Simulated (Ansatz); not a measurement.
# Band gap of SnO2 (Pnnm) from density functionals to GW

What gap does each level of theory give for SnO2 (Pnnm), and in what time?

Main program and level: Ansatz 0.2.0; density functionals, hybrids and G0W0, plane waves, PAW.

Report form: the programs' logs are mostly left out.

In doubt: masses and optical values from hybrid runs of this build are listed as unsure (step 10), which bears on the screening that GW takes from such a start.

## (1) Starting point

The structure is orthorhombic, space group Pnnm (No. 58). Conventional cell: a = 4.788 Å, b = 4.867 Å, c = 3.241 Å, α = 90.00°, β = 90.00°, γ = 90.00°. Nearest to Sn lie 6 O at 2.09 to 2.10 Å. Nearest to O lie 3 Sn at 2.09 to 2.10 Å. Farther neighbours and most contacts between anions are not listed.

The cell and positions are those that the Materials Project relaxed with its own functionals (PBE, PBE+U or r2SCAN), kept fixed. This is not the form that SnO2 usually takes at ambient conditions. At the settings of the band run the largest force is still 0.07 eV/Å. The default PAW set here is soft_2. Its files were made with PBE.

## (2) LDA on the 6×6×8 mesh

This step: DFT, LDA, plane waves, PAW.

input.yaml

```yaml
crystal:
  lattice:
    - [4.788004, 0.0, 0.0]
    - [0.0, 4.866582, 0.0]
    - [0.0, 0.0, 3.240898]
  atoms:
    - { symbol: Sn, position: [0.5, 0.5, 0.5] }
    - { symbol: Sn, position: [0.0, 0.0, 0.0] }
    - { symbol: O, position: [0.291855, 0.321042, 0.0] }
    - { symbol: O, position: [0.791855, 0.178958, 0.5] }
    - { symbol: O, position: [0.208145, 0.821042, 0.5] }
    - { symbol: O, position: [0.708145, 0.678958, 0.0] }
kpoints:
  mp_grid: { grid: [6, 6, 8] }
  band_path:
    path:
      - [0.0, 0.0, 0.0]
      - [0.5, 0.0, 0.0]
      - [0.5, 0.5, 0.0]
      - [0.0, 0.5, 0.0]
      - [0.0, 0.0, 0.5]
      - [0.5, 0.0, 0.5]
      - [0.5, 0.5, 0.5]
      - [0.0, 0.5, 0.5]
      - [0.05, 0.0, 0.0]
    npoints: 1
hamiltonian:
  xc: lda
scf:
  occupations: { method: fixed }
  n_extra_bands: 6
output:
  forces: true
  stress: true
  eigenvalues: true
```

On the command line:

```
$ ansatz run input.yaml --threads 3 --pin off --max-ram 64512MiB --backend cuda --events-out ev --progress --plain --runs-dir out --devices 1 --max-vram 24GiB  # rebuilt from the run's record
```

Run time: 5.2 s. Hardware: 1 × NVIDIA H100 80GB HBM3 (shared by 3 runs) with 3 threads of AMD EPYC 7R13 (Zen 3), shared host; peak memory 0.98 GiB.

This step gave:

| Item | Value |
| --- | --- |
| pressure | -11.22 GPa |
| gap | 0.6736 eV |
| valence top at | k = (0.050, 0.000, 0.000) |
| conduction bottom at | Γ |
| least direct gap | 0.6827 eV |

Over mesh and listed points the gap is 0.674 eV, from k = (0.050, 0.000, 0.000) to k = Γ. The least direct gap found is 0.683 eV, at k = Γ. On the 6×6×8 mesh alone the same run gives 0.683 eV, so that mesh misses an edge of LDA: 0.683 − 0.674 = +0.009 eV. The pressure in this cell is -11 GPa; the cell is kept.

## (3) PBE on the 6×6×8 mesh

Levels along a band path and on the mesh show where this functional puts the band edges.

This step: DFT, PBE, plane waves, PAW.

input.yaml

```yaml
crystal:
  lattice:
    - [4.788004, 0.0, 0.0]
    - [0.0, 4.866582, 0.0]
    - [0.0, 0.0, 3.240898]
  atoms:
    - { symbol: Sn, position: [0.5, 0.5, 0.5] }
    - { symbol: Sn, position: [0.0, 0.0, 0.0] }
    - { symbol: O, position: [0.291855, 0.321042, 0.0] }
    - { symbol: O, position: [0.791855, 0.178958, 0.5] }
    - { symbol: O, position: [0.208145, 0.821042, 0.5] }
    - { symbol: O, position: [0.708145, 0.678958, 0.0] }
kpoints:
  mp_grid: { grid: [6, 6, 8] }
  band_path:
    path:
      - [[0.0, 0.0, 0.0], [0.5, 0.0, 0.0], [0.5, 0.5, 0.0], [0.0, 0.5, 0.0], [0.0, 0.0, 0.0], [0.0, 0.0, 0.5], [0.5, 0.0, 0.5], [0.5, 0.5, 0.5], [0.0, 0.5, 0.5], [0.0, 0.0, 0.5]]
      - [[0.5, 0.0, 0.0], [0.5, 0.0, 0.5]]
      - [[0.0, 0.5, 0.0], [0.0, 0.5, 0.5]]
      - [[0.5, 0.5, 0.0], [0.5, 0.5, 0.5]]
    npoints: 10
hamiltonian:
  xc: pbe
scf:
  occupations: { method: fermi_dirac, width: 0.02 }
  n_extra_bands: 6
output:
  forces: true
  stress: true
  eigenvalues: true
  write_density: true
  write_potential: true
  elf: true
  volumetric_format: npy
```

Run time: 10 s. Hardware: 1 × NVIDIA H100 80GB HBM3 (shared by 3 runs) with 3 threads; peak memory 1 GiB.

Numbers from this step:

```
pressure             : -0.5474 GPa
filled bands         : 26
gap                  : 0.8013 eV
valence top at       : k = (0.050, 0.000, 0.000)
conduction bottom at : Γ
least direct gap     : 0.8067 eV
```

Over mesh and path the gap is 0.801 eV, from k = (0.050, 0.000, 0.000) to k = Γ. The least direct gap found is 0.807 eV, at k = Γ. On the 6×6×8 mesh alone the same run gives 0.807 eV, so that mesh misses an edge of PBE: 0.807 − 0.801 = +0.006 eV. PBE against LDA: 0.801 − 0.674 = +0.127 eV, with the same mesh, files and cutoff, and both edges at the same k points.

## (4) PBE+SOC on the 6×6×8 mesh

This run has two-component orbitals with spin-orbit coupling.

This step: DFT, PBE with spin-orbit coupling, plane waves, PAW.

input.yaml, the sections that differ from step 3:

```yaml
kpoints:
  mp_grid: { grid: [6, 6, 8] }
  band_path:
    path:
      - [0.0, 0.0, 0.0]
      - [0.5, 0.0, 0.0]
      - [0.5, 0.5, 0.0]
      - [0.0, 0.5, 0.0]
      - [0.0, 0.0, 0.5]
      - [0.5, 0.0, 0.5]
      - [0.5, 0.5, 0.5]
      - [0.0, 0.5, 0.5]
      - [0.05, 0.0, 0.0]
    npoints: 1
scf:
  occupations: { method: fermi_dirac, width: 0.02 }
  n_extra_bands: 12
magnetization:
  noncollinear: true
  spin_orbit: true
output:
  forces: true
  stress: true
  eigenvalues: true
# crystal, hamiltonian: as in step 3
```

Wall time 9.3 s (1 × NVIDIA H100 80GB HBM3 (shared by 3 runs) with 3 threads); peak memory 0.99 GiB; 13 s of CPU time.

Numbers from this step:

- pressure: -0.5884 GPa
- gap: 0.8065 eV
- valence top at: k = (0.050, 0.000, 0.000)
- conduction bottom at: Γ
- least direct gap: 0.8117 eV

Over mesh and listed points the gap is 0.807 eV, from k = (0.050, 0.000, 0.000) to k = Γ. The least direct gap found is 0.812 eV, at k = Γ. On the 6×6×8 mesh alone the same run gives 0.812 eV, so that mesh misses an edge of PBE+SOC: 0.812 − 0.807 = +0.005 eV. PBE+SOC against PBE: 0.807 − 0.801 = +0.006 eV, with the same mesh, set of files (read in its fully relativistic form for the spin-orbit run) and cutoff, and both edges at the same k points. The spin-orbit run sees mesh and listed points alone, so its gap is an upper bound: the coupling can move an edge off these points, and the change over the zone, its sign included where it is small, is not known.

## (5) r2SCAN on the 6×6×8 mesh

r2SCAN is a meta-GGA: it depends on the kinetic-energy density as well as on the density and its gradient.

This step: DFT, r2SCAN, plane waves, PAW.

input.yaml, as its differences from that of step 4:

```diff
@@ -27,9 +27,6 @@
 hamiltonian:
-  xc: pbe
+  xc: r2scan
 scf:
-  occupations: { method: fermi_dirac, width: 0.02 }
-  n_extra_bands: 12
-magnetization:
-  noncollinear: true
-  spin_orbit: true
+  occupations: { method: fixed }
+  n_extra_bands: 6
 output:
```

Run time: 5.3 s. Hardware: 1 × NVIDIA H100 80GB HBM3 (shared by 3 runs) with 3 threads; peak memory 1 GiB; 6.2 s of CPU time.

This step gave:

| Quantity | Value |
| --- | --- |
| pressure | -8.193 GPa |
| gap | 1.399 eV |
| valence top at | Γ |
| conduction bottom at | Γ |
| least direct gap | 1.399 eV |

Over mesh and listed points the gap is 1.399 eV, direct, at k = Γ. The pressure in this cell is -8 GPa; the cell is kept. r2SCAN against PBE: 1.399 − 0.801 = +0.598 eV. The runs also differ in plane-wave cutoff (420 eV and 500 eV), and the valence top lies at another k point, so how much of this comes from the functional alone is not known.

## (6) HSE06 on the 4×4×4 mesh

HSE06 mixes in a quarter of exact exchange at short range.

This step: DFT, HSE06, plane waves, PAW.

input.yaml, as its differences from that of step 5:

```diff
@@ -13,3 +13,3 @@
 kpoints:
-  mp_grid: { grid: [6, 6, 8] }
+  mp_grid: { grid: [4, 4, 4] }
   band_path:
@@ -27,3 +27,3 @@
 hamiltonian:
-  xc: r2scan
+  xc: hse06
 scf:
@@ -35 +35,5 @@
   eigenvalues: true
+  write_density: true
+  write_potential: true
+  elf: true
+  volumetric_format: npy
```

It took 36 s on 1 × NVIDIA H100 80GB HBM3 (shared by 3 runs) with 3 threads; peak memory 2.2 GiB.

This step gave:

```yaml
gap: 2.427 eV
valence_top_at: Γ
conduction_bottom_at: Γ
least_direct_gap: 2.427 eV
exact_exchange_fraction: 0.25
```

Over mesh and listed points the gap is 2.427 eV, direct, at k = Γ. HSE06 against PBE: 2.427 − 0.801 = +1.626 eV. The runs also differ in mesh (6×6×8 and 4×4×4), and the valence top lies at another k point, so how much of this comes from the functional alone is not known. The program's warnings for this run: stress exchange threshold loose; stress scf threshold loose.

## (7) PBE0 on the 4×4×4 mesh

PBE0 mixes in a quarter of exact exchange at all distances.

This step: DFT, PBE0, plane waves, PAW.

input.yaml, as its differences from that of step 6:

```diff
@@ -27,3 +27,3 @@
 hamiltonian:
-  xc: hse06
+  xc: pbe0
 scf:
@@ -35,5 +35 @@
   eigenvalues: true
-  write_density: true
-  write_potential: true
-  elf: true
-  volumetric_format: npy
```

The job ended after 20 s (1 × NVIDIA H100 80GB HBM3 (shared by 3 runs) with 3 threads; peak memory 2.2 GiB).

This step gave:

| Quantity | Value |
| --- | --- |
| gap | 3.136 eV |
| valence top at | Γ |
| conduction bottom at | Γ |
| least direct gap | 3.136 eV |
| exact-exchange fraction | 0.25 |

Over mesh and listed points the gap is 3.136 eV, direct, at k = Γ. PBE0 against HSE06: 3.136 − 2.427 = +0.709 eV, with the same mesh, files and cutoff, and both edges at the same k points. The program's warnings for this run: stress exchange threshold loose; stress scf threshold loose.

## (8) DDH-PBE0 on the 4×4×4 mesh

The input asks for a share of exact exchange of one over the crystal's ε∞, which the program works out first.

This step: DFT, dielectric-dependent PBE0 (fraction 1/eps_inf of PBE), plane waves, PAW.

input.yaml, as its differences from that of step 7:

```diff
@@ -12,2 +12,3 @@
     - { symbol: O, position: [0.708145, 0.678958, 0.0] }
+  host: atoms
 kpoints:
@@ -27,3 +28,6 @@
 hamiltonian:
-  xc: pbe0
+  xc:
+    exchange: pbe
+    correlation: pbe
+    exx: { coeff: inverse_dielectric }
 scf:
```

The job ended after 64 s (1 × NVIDIA H100 80GB HBM3 (shared by 3 runs) with 3 threads; peak memory 2.4 GiB).

This step gave:

| Item | Value |
| --- | --- |
| gap | 2.676 eV |
| valence top at | Γ |
| conduction bottom at | Γ |
| least direct gap | 2.676 eV |
| exact-exchange fraction | 0.2036 |

Over mesh and listed points the gap is 2.676 eV, direct, at k = Γ. DDH-PBE0 against PBE0: 2.676 − 3.136 = −0.460 eV, with the same mesh, files and cutoff, and both edges at the same k points. The program's warnings for this run: stress exchange threshold loose; stress scf threshold loose.

## (9) G0W0@PBE, 4×4×4 mesh, 485 empty bands, screening to 200 eV

G0W0 replaces the xc potential by a self-energy built once from the orbitals of the start. Levels are corrected in the window of bands that the input names, at points of the mesh.

This step: G0W0 on PBE, plane waves, PAW.

input.yaml

```yaml
crystal:
  lattice:
    - [4.788004, 0.0, 0.0]
    - [0.0, 4.866582, 0.0]
    - [0.0, 0.0, 3.240898]
  atoms:
    - { symbol: Sn, position: [0.5, 0.5, 0.5] }
    - { symbol: Sn, position: [0.0, 0.0, 0.0] }
    - { symbol: O, position: [0.291855, 0.321042, 0.0] }
    - { symbol: O, position: [0.791855, 0.178958, 0.5] }
    - { symbol: O, position: [0.208145, 0.821042, 0.5] }
    - { symbol: O, position: [0.708145, 0.678958, 0.0] }
kpoints:
  mp_grid: { grid: [4, 4, 4] }
hamiltonian:
  xc: pbe
scf:
  occupations: { method: fixed }
gw:
  n_empty_bands: 485
  ecut_chi: 200.0
  qp_bands: [v2, c2]
  qp_kpoints: band_edges
  screening: { model: contour_deformation }
```

Wall time 40 s (1 × NVIDIA H100 80GB HBM3 (shared by 3 runs) with 3 threads); peak memory 2.6 GiB; 64 s of CPU time.

This step gave:

| Quantity | Value |
| --- | --- |
| bands summed | 511 |
| RPA ε∞ on this mesh (eigenvalues) | 5.179, 5.409, 5.441 |
| plane waves in the screening matrix | 495 |
| G0W0 gap over the corrected points | 1.989 eV |
| k of the valence top | 0, 0, 0 |
| k of the conduction bottom | 0, 0, 0 |
| starting gap on the mesh | 0.8051 eV |
| Z at the valence top | 0.7278 |
| Z at the conduction bottom | 0.7955 |
| least direct G0W0 gap over the corrected points | 1.989 eV |

Over 15 of 27 irreducible mesh points the G0W0 gap is 1.989 eV, direct, at k = Γ. The PBE gap of this run on the mesh is 0.805 eV. The two states that bound the G0W0 gap lie that far apart at the start, so the correction of the gap is 1.989 − 0.805 = +1.184 eV. The program marks 8 of the 60 corrected levels as in doubt (Σc rises), neither edge state among them.

## (10) G0W0@HSE06, 4×4×4 mesh, 485 empty bands, screening to 200 eV

This step: G0W0 on HSE06, plane waves, PAW.

input.yaml, as its differences from that of step 9:

```diff
@@ -15,3 +15,3 @@
 hamiltonian:
-  xc: pbe
+  xc: hse06
 scf:
```

It took 87 s on 1 × NVIDIA H100 80GB HBM3 (shared by 3 runs) with 3 threads; peak memory 3 GiB; 1.9 min of CPU time.

Numbers from this step:

```yaml
bands_summed: 511
rpa_eps_infinity_on_this_mesh_eigenvalues: 3.537, 3.566, 3.928
plane_waves_in_the_screening_matrix: 495
g0w0_gap_over_the_corrected_points: 2.993 eV
k_of_the_valence_top: 0, 0, 0
k_of_the_conduction_bottom: 0, 0, 0
starting_gap_on_the_mesh: 2.427 eV
z_at_the_valence_top: 0.7763
z_at_the_conduction_bottom: 0.8434
least_direct_g0w0_gap_over_the_corrected_points: 2.993 eV
```

Over 16 of 27 irreducible mesh points the G0W0 gap is 2.993 eV, direct, at k = Γ. The HSE06 gap of this run on the mesh is 2.427 eV. The two states that bound the G0W0 gap lie that far apart at the start, so the correction of the gap is 2.993 − 2.427 = +0.566 eV. G0W0@HSE06 against G0W0@PBE with 511 bands: 2.993 − 1.989 = +1.004 eV, with the same mesh, files and cutoffs, and both edges at the same k points.

[end of part 1 of 2]

[Paths, hosts, dates, memory and timing lines, banners, echoed tables and standing remarks are left out of the program output.]

[Logs are printed without paths, hosts, clocks, repeated set-up lines and the standing remarks that a program may print on its own settings, such as how far it seeks lower states.]

[Runs of the session that timed out or met a known fault of the program may be left out.]

[Cells called generated may have been cut or substituted from an entry of the Crystallography Open Database or the Materials Project.]

[Hosts, paths, dates, database ids (printed as entryN), source tags and the programs' standing remarks are cut or masked in the printed files.]

[Where an RPA ε∞ is given, it is that of the G0W0 mesh and is not shown converged in it. Names of k-points follow the symmetry that the program found, which can be lower than the space group named. Band edges on a path are those of the sampled points; other points can move an edge, and change direct to indirect where valleys lie close.]

[Hybrid gaps are those of their k-mesh and are not shown converged in it.]
